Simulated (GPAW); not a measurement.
Set up this calculation in GPAW 26.7.0, as an ASE script.

```
Task                : single point
Functional          : r2SCAN
Potentials or basis : GPAW PAW data sets (gpaw-data 1.2.1)
Cutoff              : 500 eV
Basis               : pw
k mesh              : 7 × 7 × 7
Occupations         : fermi-dirac, width 0.05 eV
Spin                : no spin polarisation
Maxiter             : 120
Convergence         : default
```

Crystal: Sb.

```xyz
1
Lattice="3.1600 0.0000 0.0000 0.0000 3.1600 0.0000 0.0000 0.0000 3.1600" Properties=species:S:1:pos:R:3 pbc="T T T"
Sb    0.0000    0.0000    0.0000
```

This isn't the form of Sb at room conditions, which is rhombohedral.

These files were run (other wordings do the same):

run.py

```python
from ase.dft.bandgap import bandgap
from ase.io import write
from ase.spacegroup import crystal
from ase.units import GPa
from gpaw import GPAW, PW

# Sb 1a
atoms = crystal(['Sb'],
                basis=[[0.0, 0.0, 0.0]],
                spacegroup=221, setting=1,  # Pm-3m
                cellpar=[3.16, 3.16, 3.16, 90.0, 90.0, 90.0],
                primitive_cell=True)

calc = GPAW(mode=PW(500),
            xc='MGGA_X_R2SCAN+MGGA_C_R2SCAN',
            kpts={'size': (7, 7, 7), 'gamma': True},
            occupations={'name': 'fermi-dirac', 'width': 0.05},
            nbands=15,
            maxiter=120,
            txt='gpaw.txt')
atoms.calc = calc
energy = atoms.get_potential_energy()
forces = atoms.get_forces()
stress = atoms.get_stress()
calc.write('gs.gpw')
write('result.traj', atoms)
print(f'Energy: {energy:.6f} eV')
print('Forces (eV/A):')
print(forces.round(4))
print('Stress (GPa):', (stress / GPa).round(3))
print('Fermi level:', round(calc.get_fermi_level(), 4), 'eV')
print(f'Gap: {bandgap(calc)[0]:.4f} eV, direct: {bandgap(calc, direct=True)[0]:.4f} eV')
```

Potentials or basis: GPAW PAW data sets (gpaw-data 1.2.1), pw.

Run with:

```sh
$ OMP_NUM_THREADS=1 python run.py
```

Results of the run:

```json
{
  "Pressure": "-4.4 GPa",
  "Band gap on the k mesh": "none (metal or under the smearing width)"
}
```

Caveat: the cutoff is short for stress and forces, so pressures can be off by a GPa or more; the PAW data sets were made with another functional, which shifts forces and pressure a little.

Wall time 26 s on 1 thread of Arm Neoverse V1, with other jobs on the host, peak memory 0.22 GiB.
